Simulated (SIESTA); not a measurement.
Crystal: MgTe.

```
Te Mg
1.0
     0.00000    3.23200    3.23200
     3.23200    0.00000    3.23200
     3.23200    3.23200    0.00000
Te Mg
1 1
Direct
  0.25000 0.25000 0.25000
  0.00000 0.00000 0.00000
```

The cell comes from a database or a generator and needn't be the stable form of this composition.

Base run:

* Program: SIESTA 5.4.2
* Functional: PBE
* Potentials or basis: PseudoDojo 0.4 standard (PBE files)
* Basis: DZP (energy shift 0.003 Ry; two zetas on semicore shells)
* Grid cutoff: 800 Ry
* Energy shift: 0.003 Ry
* k mesh: 7 × 7 × 7
* Occupations: fermi-dirac, width 0.05 eV
* Spin: no spin polarisation

Its results: band gap on the k mesh 2.41 eV, direct; pressure 1.2 GPa.

**Question.** The run is repeated on the same cell with these changes: functional from PBE to PBEsol; potentials or basis from PseudoDojo 0.4 standard (PBE files) to PseudoDojo 0.4 standard (PBEsol files). What comes out?

**Answer.** Band gap on the k mesh 2.32 eV, direct; pressure 0.1 GPa.

Caveats: spin-orbit coupling is left out, which moves the levels of the heavy elements; the basis of atomic orbitals isn't converged, which shifts pressures, moduli and gaps; the basis holds too few empty states to meet the f-sum rule, so the spectrum is short of weight at high energy (some runs); an odd mesh through Γ misses points on the zone boundary, where band edges often lie (some runs).
